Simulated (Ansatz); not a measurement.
Zn:

```
Zn
1.0
     0.00000    1.96478    1.96478
     1.96478    0.00000    1.96478
     1.96478    1.96478    0.00000
Zn
1
Direct
  0.00000 0.00000 0.00000
```

This isn't the form of Zn at room conditions, which is hcp.

Base run:

| Property | Result |
| --- | --- |
| Program | Ansatz 0.2.0 |
| Functional | LDA |
| Potentials or basis | Ansatz PAW |
| Cutoff | 420 eV |
| Density cutoff | 1680 eV |
| k mesh | 12 × 12 × 12 |
| Occupations | methfessel-paxton, width 0.1 eV |
| Spin | no spin polarisation |

Its results: band gap on the k mesh none (metal or under the smearing width); pressure -8.6 GPa.

**Question.** The run is repeated on the same cell with these changes: functional from LDA to PBEsol; occupations from methfessel-paxton, width 0.1 eV to gaussian, width 0.1 eV. What comes out?

**Answer.** Band gap on the k mesh none (metal or under the smearing width); pressure -5.2 GPa.

Caveats: the PAW data sets come from PBE, with cores solved anew for the run's functional, which leaves a small shift of forces and pressure.

Not every run made on this cell is shown here.
